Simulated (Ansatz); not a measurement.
## Cost and result for the equilibrium volume of Fe

**What was measured.** The equilibrium volume of Fe (Im-3m) is reported as 11.77 Å³/atom at 298 K (a printed reference work). The runs below try to reproduce it.

```
CELL_PARAMETERS angstrom
-1.44300 1.44300 1.44300
1.44300 -1.44300 1.44300
1.44300 1.44300 -1.44300
ATOMIC_POSITIONS crystal
Fe 0.00000 0.00000 0.00000
```

```tsv
rung	level	program and potentials	cutoff (eV)	k mesh	smearing	core time	chip	equilibrium volume (Å³/atom)	miss	notes
GGA	revPBE	Ansatz, Ansatz PAW	420	13 × 13 × 13	fermi-dirac 0.05	9.6 s	Intel Xeon	11.57	-1.7 %	potentials made for PBE, which Ansatz adapts in part
GGA + dispersion	PBEsol+D3(BJ)	Ansatz, Ansatz PAW	420	13 × 13 × 13	fermi-dirac 0.05	10 s	Intel Xeon	10.55	-10.4 %	potentials made for PBE, which Ansatz adapts in part
GGA + dispersion	PBE+D3(BJ)	Ansatz, Ansatz PAW	420	13 × 13 × 13	fermi-dirac 0.05	13 s	Intel Xeon	11.02	-6.4 %	-
GGA	RPBE	Ansatz, Ansatz PAW	420	13 × 13 × 13	fermi-dirac 0.05	16 s	Intel Xeon	11.69	-0.7 %	potentials made for PBE, which Ansatz adapts in part
GGA	PBE	Ansatz, Ansatz PAW	420	13 × 13 × 13	fermi-dirac 0.05	18 s	Intel Xeon	11.31	-3.9 %	-
GGA + dispersion	revPBE+D4	Ansatz, Ansatz PAW	420	13 × 13 × 13	fermi-dirac 0.05	23 s	Arm Neoverse V1	11.08	-5.9 %	potentials made for PBE, which Ansatz adapts in part
GGA + dispersion	revPBE+D3(BJ)	Ansatz, Ansatz PAW	420	13 × 13 × 13	fermi-dirac 0.05	23 s	Intel Xeon	10.98	-6.7 %	potentials made for PBE, which Ansatz adapts in part
GGA	PBEsol	Ansatz, Ansatz PAW	420	13 × 13 × 13	fermi-dirac 0.05	24 s	Intel Xeon	10.79	-8.3 %	potentials made for PBE, which Ansatz adapts in part
GGA + dispersion	PBE+D4	Ansatz, Ansatz PAW	420	13 × 13 × 13	fermi-dirac 0.05	25 s	Intel Xeon	11.04	-6.2 %	-
```

Times are single runs on shared hosts and different chips, so they are rough; meshes, cutoffs and the tasks' sizes weigh on the time. Task: relaxation of cell and atoms. All rows: collinear spin, ferromagnetic start. Smearing widths are in eV. For a metal such meshes aren't converged. Meshes are those of the run's cell of 1 atom unless a note names another. Relaxations start from the cell shown or near it and stop with a little pressure left. The cell shown, of 12.02 Å³ an atom, is the runs' start and not the measured value. Misses use the values as printed. Runs on faulty files, with rough fits or with known faults for this quantity aren't shown. No row holds spin-orbit coupling.

By rung: GGA 10.79 to 11.69; GGA + dispersion 10.55 to 11.08 (Å³/atom). Measured: 11.77 Å³/atom at 298 K (a printed reference work). Closest is RPBE (-0.7 %), and PBE misses by -3.9 % on plain settings. The runs are for a static lattice, while measurements hold temperature and zero-point motion.
